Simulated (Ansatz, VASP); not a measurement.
## One calculation of TePb, two programs

```
Te Pb
1.0
     3.68001    0.00000    0.00000
     0.00000    3.68001    0.00000
     0.00000    0.00000    3.68001
Te Pb
1 1
Direct
  0.50000 0.50000 0.50000
  0.00000 0.00000 0.00000
```

Alike in both runs: functional r2SCAN; k mesh 12 × 12 × 12; occupations fermi-dirac, width 0.1 eV; no spin polarisation.

Ansatz relaxed the structure, and its values are those at the end. VASP's run is a single point on that final structure, the one shown.

|  | VASP | Ansatz |
| --- | --- | --- |
| version | VASP 6.6.1 | Ansatz 0.2.0 |
| potentials or method | VASP PAW PBE potentials, release 64 (Te, Pb_d) | scalar-relativistic, plane waves, PAW |
| plane-wave cutoff (eV) | 520 | 500 |
| valence electrons in the cell | 20 | 30 |

|  | VASP | Ansatz | Ansatz less VASP |
| --- | --- | --- | --- |
| gap on the k mesh at the Fermi level (eV) | none | none | - |
| pressure (GPa) | 17.7 | 17.6 | -0.08 |

A gap of «none» marks a metal or a gap that the smearing closes. The two sets of potentials don't hold the same shells in valence.

Caveats: so large a pressure means that the cell lies far from this level's equilibrium, or that cutoff or potentials fall short (VASP); the potentials were made for another functional, which shifts forces and pressure (VASP). Spin-orbit coupling is left out, which matters for the levels of Pb, Te.
